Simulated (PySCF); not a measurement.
Compound: methylenecyclopropane, C₄H₆.
InChI=1S/C4H6/c1-4-2-3-4/h1-3H2

Computed with PySCF at CAM-B3LYP/def2-SVPD, non-relativistic, on one gas-phase PBE0-D3(BJ)/def2-SVP geometry that isn't relaxed in the solvent. The solvent is an IEF-PCM continuum (Bondi radii, 1.10 Å for H, scaled by 1.2), and excitations are vertical TDDFT with non-equilibrium linear response and a frozen core. Specific hydrogen bonds and non-electrostatic terms are outside this model.

| run | E − E(gas) (kcal/mol) | HOMO (eV) | HOMO–LUMO gap (eV) | dipole (D) | lowest singlet (eV) | static polarisability (au) |
| --- | --- | --- | --- | --- | --- | --- |
| gas | 0.00 | -8.76 | 9.95 | 0.45 | 6.71 | 48.9 |
| P | -1.65 | -8.81 | 10.02 | 0.66 | 6.65 | 65.6 |
| Q | -1.19 | -8.79 | 10.00 | 0.60 | 6.66 | 60.5 |

Q: The runs were made in chloroform and methanol. Which run belongs to which solvent?

A: P = methanol, Q = chloroform. The dielectric constants are 4.711 (chloroform), 32.61 (methanol), and the energy falls further as ε rises. The optical constants n² used for the excitations are 2.09, 1.77 in the same order. In this model the ground state sees the solvent through ε alone.

Q: How constant is the ratio of the lowering to (ε − 1)/(2ε + 1)?

A: 
| solvent | (ε − 1)/(2ε + 1) | E − E(gas) (kcal/mol) | ratio (kcal/mol) | polarisation term (kcal/mol) |
| --- | --- | --- | --- | --- |
| chloroform | 0.356 | -1.19 | -3.4 | -1.27 |
| methanol | 0.477 | -1.65 | -3.5 | -1.81 |

The ratio changes by +3.4 % in size from chloroform to methanol. The polarisation term is half the interaction of the solute with the induced surface charges.
